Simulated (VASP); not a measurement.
Crystal: Na.

```xyz
2
Lattice="3.7682 0.0000 0.0000 -1.8841 3.2634 0.0000 0.0000 0.0000 6.1548" Properties=species:S:1:pos:R:3 pbc="T T T"
Na    0.0000    2.1756    4.6161
Na    1.8841    1.0878    1.5387
```

The cell was built by a generator and needn't be a form met in nature.

```yaml
Program: VASP 6.6.1
Task: relaxation of cell and atoms
Functional: PBE
Potentials_or_basis: VASP PAW PBE potentials, release 64 (Na_pv)
Cutoff: 600 eV
k_mesh: 6 × 6 × 4
Occupations: gaussian, width 0.05 eV
Spin: no spin polarisation
```

At the start: pressure -0.2 GPa; volume 37.84 Å³/atom.

Q: How do energy, volume and symmetry change on relaxing?

A: Over 5 steps the energy falls by 2.6 meV/atom and the volume is 36.80 Å³/atom (-2.7 %); space group P6_3/mmc (No. 194, to 0.05 Å).

Step by step:
| step | energy change (eV) | largest force (eV/Å) | pressure (GPa) | volume (Å³) |
| --- | --- | --- | --- | --- |
| 1 | 0.0000 | 0.0000 | -0.20 | 75.69 |
| 2 | -0.0023 | 0.0000 | -0.10 | 75.17 |
| 3 | -0.0045 | 0.0000 | -0.06 | 74.43 |
| 4 | -0.0046 | 0.0000 | 0.08 | 72.94 |
| 5 | -0.0053 | 0.0000 | 0.06 | 73.61 |

Final structure:
```cif
data_structure
_symmetry_space_group_name_H-M 'P 1'
_symmetry_Int_Tables_number 1
_cell_length_a 3.7780
_cell_length_b 3.7780
_cell_length_c 5.9551
_cell_angle_alpha 90.000
_cell_angle_beta 90.000
_cell_angle_gamma 120.000
_cell_volume 73.61
loop_
_atom_site_label
_atom_site_type_symbol
_atom_site_fract_x
_atom_site_fract_y
_atom_site_fract_z
_atom_site_occupancy
Na1 Na 0.33333 0.66667 0.75000 1
Na2 Na 0.66667 0.33333 0.25000 1
```
